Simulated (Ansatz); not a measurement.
BN:

```
N B
1.0
     2.55394    0.00000    0.00000
    -1.27697    2.21178    0.00000
     0.00000    0.00000    4.22685
N B
2 2
Direct
  0.33333 0.66667 0.12528
  0.66667 0.33333 0.62528
  0.33333 0.66667 0.49972
  0.66667 0.33333 0.99972
```

Measurements of this composition are mostly on another form, of space group No. 194.

Program: Ansatz 0.2.0. Alike in all runs: task band structure; potentials or basis all-electron LAPW, scalar-relativistic; no spin polarisation; cell as given; k mesh 12 × 12 × 6; smearing fermi-dirac 0.05 eV; basis error allowed 0.002 eV/atom.

Problem. Order these runs on this cell by their pressure, lowest first.
A. level LDA; cutoff (eV) 411
B. level PBE; cutoff (eV) 409
C. level PBEsol; cutoff (eV) 409

Solution. A (-13.6 GPa), C (-5.9 GPa), B (0.0 GPa).
